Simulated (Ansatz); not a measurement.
Crystal: FeNi3 (Awaruite).

```
Ni Fe
1.0
     3.54500    0.00000    0.00000
     0.00000    3.54500    0.00000
     0.00000    0.00000    3.54500
Ni Fe
3 1
Direct
  0.50000 0.50000 0.00000
  0.50000 0.00000 0.50000
  0.00000 0.50000 0.50000
  0.00000 0.00000 0.00000
```

- Program: Ansatz 0.2.0
- Task: single point
- Functional: PBEsol
- Potentials or basis: Ansatz PAW
- Cutoff: 420 eV (not typed: the program's choice for these potentials)
- k mesh: 8 × 8 × 8
- Occupations: fermi-dirac, width 0.05 eV
- Spin: collinear spin, ferromagnetic start
- Starting moments: [1.0, 1.0, 1.0, 3.0] μB

On this cell: pressure -9.4 GPa; largest force zero by symmetry; net moment 4.87 μB per cell; site moments Ni +0.70; Fe +2.91 μB; band gap on the k mesh none (metal or under the smearing width).

The same run follows on a disturbed copy (atoms moved at random, drawn with an rms of 0.05 Å):

```
CELL_PARAMETERS angstrom
3.54500 0.00000 0.00000
0.00000 3.54500 0.00000
0.00000 0.00000 3.54500
ATOMIC_POSITIONS crystal
Ni 0.50788 0.50654 0.00966
Ni 0.49456 0.00276 0.49962
Ni 0.99159 0.50747 0.47568
Fe 0.99425 0.99125 0.00042
```

Q: What does the disturbed cell give?

A: The energy (extrapolated to zero smearing) moves by +16.9 meV/atom; pressure -8.5 GPa; largest force 0.902 eV/Å; net moment 4.86 μB per cell; site moments Ni +0.70, +0.71; Fe +2.88 μB; band gap on the k mesh none (metal or under the smearing width).

Forces on the atoms (eV/Å):
```
Ni  -0.430 -0.221 -0.651
Ni  -0.022  0.092  0.105
Ni   0.301 -0.252  0.812
Fe   0.151  0.380 -0.266
```

Stress tensor (GPa, compression positive):
```
-8.28  0.17  0.74
 0.17 -8.88 -0.31
 0.74 -0.31 -8.36
```

Caveats: the PAW data sets come from PBE, with cores solved anew for the run's functional, which leaves a small shift of forces and pressure.
